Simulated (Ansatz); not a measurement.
# An H vacancy in rocksalt LiH, 31 atoms, charge 0

Wanted: the effect of changed settings on energy, forces, pressure and convergence.

Program: Ansatz 0.2.0, PAW, plane waves. These are calculated values, not measurements.

2 further runs of the same task are left out: 2 that didn't finish.

### Step 1. The starting cell

31 atoms (15 H, 16 Li); a = 7.960 Å, b = 7.960 Å, c = 3.980 Å, α = 90.00°, β = 90.00°, γ = 90.00°. All atoms were shaken off their sites by about 0.07 Å along each axis. Defect site 1: (0.500, 0.500, 0.500). Starting moments add up to 3 μB.

Coordinates:

```xyz
31
Lattice="7.9599 0.0000 0.0000 0.0000 7.9599 0.0000 0.0000 0.0000 3.9800" Properties=species:S:1:pos:R:3 pbc="T T T"
H     1.9875    0.0285    3.9165
H     1.9493    4.0461    3.9296
H     5.9702    7.9202    0.0536
H     5.8672    3.9628    0.0033
H     0.0818    1.8675    3.8899
H     7.8987    5.9922    3.9586
H     3.9602    1.8886    3.8279
H     4.0618    6.0468    3.9056
H     0.0364    7.8265    1.9062
H     7.9559    3.9575    2.0775
H     3.9312    7.9427    2.0585
H     2.0868    1.9403    1.9978
H     1.9542    6.0229    2.0081
H     6.0549    1.9251    1.9619
H     6.0760    5.9415    2.0343
Li    0.0705    0.0660    3.9775
Li    0.0645    4.0687    3.8659
Li    4.0670    0.0148    0.0237
Li    3.9174    4.0295    0.0084
Li    2.0742    2.0395    3.8686
Li    1.9531    5.9757    3.9339
Li    6.0023    2.0507    0.0091
Li    5.8703    6.0774    0.0814
Li    2.0398    0.0674    1.9318
Li    2.0257    3.9311    1.9589
Li    5.8876    0.0158    1.9873
Li    6.0544    3.9167    1.9834
Li    7.8575    1.9449    2.0442
Li    7.9338    5.8894    1.8606
Li    3.9432    2.0409    1.8748
Li    3.9289    6.1007    1.8951
```

### Step 2. Single point with PBEsol

in.yaml

```yaml
crystal:
  lattice:
    - [7.959938, 0.000000, 0.000000]
    - [0.000000, 7.959938, 0.000000]
    - [0.000000, 0.000000, 3.979969]
  atoms:
    - { symbol: H, position: [0.249683, 0.003582, 0.984049] }
    - { symbol: H, position: [0.244885, 0.508304, 0.987333] }
    - { symbol: H, position: [0.750026, 0.995002, 0.013475] }
    - { symbol: H, position: [0.737089, 0.497838, 0.000827] }
    - { symbol: H, position: [0.010276, 0.234618, 0.977366] }
    - { symbol: H, position: [0.992313, 0.752795, 0.994620] }
    - { symbol: H, position: [0.497514, 0.237269, 0.961796] }
    - { symbol: H, position: [0.510275, 0.759657, 0.981309] }
    - { symbol: H, position: [0.004573, 0.983237, 0.478944] }
    - { symbol: H, position: [0.999497, 0.497176, 0.521978] }
    - { symbol: H, position: [0.493871, 0.997839, 0.517204] }
    - { symbol: H, position: [0.262168, 0.243762, 0.501972] }
    - { symbol: H, position: [0.245505, 0.756647, 0.504552] }
    - { symbol: H, position: [0.760676, 0.241848, 0.492933] }
    - { symbol: H, position: [0.763321, 0.746430, 0.511139] }
    - { symbol: Li, position: [0.008854, 0.008288, 0.999376] }
    - { symbol: Li, position: [0.008108, 0.511151, 0.971328] }
    - { symbol: Li, position: [0.510937, 0.001864, 0.005945] }
    - { symbol: Li, position: [0.492143, 0.506218, 0.002119], spin: 0.6 }
    - { symbol: Li, position: [0.260579, 0.256221, 0.972010] }
    - { symbol: Li, position: [0.245372, 0.750720, 0.988427] }
    - { symbol: Li, position: [0.754059, 0.257631, 0.002282] }
    - { symbol: Li, position: [0.737477, 0.763499, 0.020460] }
    - { symbol: Li, position: [0.256263, 0.008462, 0.485376] }
    - { symbol: Li, position: [0.254485, 0.493865, 0.492202], spin: 0.6 }
    - { symbol: Li, position: [0.739656, 0.001984, 0.499324] }
    - { symbol: Li, position: [0.760614, 0.492057, 0.498357], spin: 0.6 }
    - { symbol: Li, position: [0.987129, 0.244333, 0.513630] }
    - { symbol: Li, position: [0.996716, 0.739875, 0.467488] }
    - { symbol: Li, position: [0.495383, 0.256397, 0.471060], spin: 0.6 }
    - { symbol: Li, position: [0.493580, 0.766429, 0.476148], spin: 0.6 }
kpoints:
  mp_grid: { grid: [2, 2, 2], shift: [0.5, 0.5, 0.5] }
hamiltonian:
  xc: pbesol
magnetization:
  spin_polarized: true
scf:
  occupations: { method: fermi_dirac, width: 0.01 }
output:
  forces: true
  eigenvalues: true
  stress: true
  populations: true
```

Command:

```
ansatz run in.yaml --threads 8 --pin off --max-ram 13300MiB --runs-dir r --events-out ev --progress --plain
```

### Step 3. Variant: xc grid 2, 0 extra bands

in.yaml, as its differences from that of step 2:

```diff
@@ -39,2 +39,3 @@
   mp_grid: { grid: [2, 2, 2], shift: [0.5, 0.5, 0.5] }
+basis: { xc_grid: 2 }
 hamiltonian:
@@ -45,2 +46,4 @@
   occupations: { method: fermi_dirac, width: 0.01 }
+  max_iter: 100
+  n_extra_bands: 0
 output:
@@ -49,2 +52 @@
   stress: true
-  populations: true
```

### Step 4. Changed settings: occupations Methfessel–Paxton

in.yaml, as its differences from that of step 3:

```diff
@@ -39,3 +39,2 @@
   mp_grid: { grid: [2, 2, 2], shift: [0.5, 0.5, 0.5] }
-basis: { xc_grid: 2 }
 hamiltonian:
@@ -45,5 +44,4 @@
 scf:
-  occupations: { method: fermi_dirac, width: 0.01 }
-  max_iter: 100
-  n_extra_bands: 0
+  occupations: { method: methfessel_paxton, width: 0.01 }
+  max_iter: 80
 output:
```

### Step 5. Variant: cutoff 350 eV, mixing beta 0.03, xc grid 1

in.yaml, as its differences from that of step 4:

```diff
@@ -39,2 +39,3 @@
   mp_grid: { grid: [2, 2, 2], shift: [0.5, 0.5, 0.5] }
+basis: { ecutwfc: 350, xc_grid: 1 }
 hamiltonian:
@@ -44,4 +45,5 @@
 scf:
-  occupations: { method: methfessel_paxton, width: 0.01 }
+  occupations: { method: fermi_dirac, width: 0.01 }
   max_iter: 80
+  mixing: { beta: 0.03 }
 output:
```

### Step 6. Variant: dispersion D4, accuracy low

in.yaml, as its differences from that of step 5:

```diff
@@ -1 +1,2 @@
+accuracy: low
 crystal:
@@ -39,5 +40,5 @@
   mp_grid: { grid: [2, 2, 2], shift: [0.5, 0.5, 0.5] }
-basis: { ecutwfc: 350, xc_grid: 1 }
 hamiltonian:
   xc: pbesol
+  dispersion: d4
 magnetization:
@@ -46,4 +47,3 @@
   occupations: { method: fermi_dirac, width: 0.01 }
-  max_iter: 80
-  mixing: { beta: 0.03 }
+  max_iter: 70
 output:
```

### Step 7. Variant: occupations Methfessel–Paxton, charge changed by 6, dispersion rVV10

in.yaml, as its differences from that of step 6:

```diff
@@ -1,2 +1 @@
-accuracy: low
 crystal:
@@ -42,3 +41,4 @@
   xc: pbesol
-  dispersion: d4
+  dispersion: rvv10
+total_charge: 6
 magnetization:
@@ -46,4 +46,4 @@
 scf:
-  occupations: { method: fermi_dirac, width: 0.01 }
-  max_iter: 70
+  occupations: { method: methfessel_paxton, width: 0.01 }
+  max_iter: 100
 output:
```

### Step 8. Variant: accuracy low

in.yaml, as its differences from that of step 7:

```diff
@@ -1 +1,2 @@
+accuracy: low
 crystal:
@@ -41,4 +42,2 @@
   xc: pbesol
-  dispersion: rvv10
-total_charge: 6
 magnetization:
@@ -46,4 +45,4 @@
 scf:
-  occupations: { method: methfessel_paxton, width: 0.01 }
-  max_iter: 100
+  occupations: { method: fermi_dirac, width: 0.01 }
+  max_iter: 90
 output:
```

Before running it: what results should come out? Wanted: for each run, settings; status; energy from base; forces from base.

The runs gave:

| settings | status | cycles | time | energy from base (meV/atom) | forces from base (eV/Å rms) | filled to empty level on the mesh (eV) |
| --- | --- | --- | --- | --- | --- | --- |
| base | converged | 12 | 4.2 s (8 CPU threads) | 0 | 0 | 1.22 |
| xc grid 2, 0 extra bands | refused | - | 0.1 s (8 CPU threads) | - | - | - |
| occupations Methfessel–Paxton | converged | 12 | 3.7 s (8 CPU threads) | 0.0 | 0.000 | 1.22 |
| cutoff 350 eV, mixing beta 0.03, xc grid 1 | converged, settings too loose | 21 | 4.1 s (8 CPU threads) | +2.8 | 0.001 | 1.22 |
| dispersion D4, accuracy low | converged, settings too loose | 12 | 4.1 s (8 CPU threads) | - | 0.004 | 1.22 |
| occupations Methfessel–Paxton, charge changed by 6, dispersion rVV10 | refused | - | 0.1 s (8 CPU threads) | - | - | - |
| accuracy low | converged | 12 | 3.6 s (8 CPU threads) | 0.0 | 0.000 | 1.22 |

**What this shows.** Among these variants the forces move most with dispersion D4, accuracy low (0.004 eV/Å rms). 2 of 6 variants gave no result: xc grid 2, 0 extra bands (refused); occupations Methfessel–Paxton, charge changed by 6, dispersion rVV10 (refused).
